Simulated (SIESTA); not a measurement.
Runs of SIESTA 5.4.2 on Al2O3. It takes space group P-6m2 (No. 187, hexagonal). The conventional cell has a = 2.884 Å, b = 2.884 Å, c = 9.337 Å, α = 90.00°, β = 90.00°, γ = 120.00°. Al (site symmetry 3m) has 3 O at 1.80 Å as nearest neighbours. O (site symmetry 3m) has 3 Al at 1.80 Å as nearest neighbours. O (site symmetry -6m2) is surrounded by 6 Al at 2.18 Å. Measurements of this composition are mostly on another form, of space group No. 167.

```tsv
task	level	potentials or basis	k mesh	gap on the mesh (eV)	pressure (GPa)	V0 of scaled cells (Å³/atom)	B0 (GPa)	largest force (eV/Å)
band structure	PBEsol	PseudoDojo 0.4 standard (PBEsol files), DZP (energy shift 0.003 Ry)	11 × 11 × 3	4.75	(c)	-	-	0.48
equation of state	PBEsol	PseudoDojo 0.4 standard (PBEsol files), DZP (energy shift 0.003 Ry)	8 × 8 × 2	-	-	(a)	144	-
band structure	LDA	PseudoDojo 0.4 standard (LDA files), DZP (energy shift 0.003 Ry)	11 × 11 × 3	(b)	-5.8	-	-	0.28
equation of state	LDA	PseudoDojo 0.4 standard (LDA files), DZP (energy shift 0.003 Ry)	8 × 8 × 2	-	-	12.91	152	-
```

Alike in all rows: no spin polarisation; cell as given; smearing fermi-dirac 0.05 eV; grid cutoff 800 Ry; energy shift 0.003 Ry.

Task: Estimate the missing entries.

Result: (a) 13.31; (b) 4.80; (c) -1.5.

Caveats: the basis of atomic orbitals isn't converged, which shifts pressures, moduli and gaps; the cell was scaled at fixed shape and fractional positions, which overstates the stiffness of a crystal with free parameters, most of all of layers and chains (some runs).

A k mesh can miss the band edges.

Not every run made on this cell is shown here.
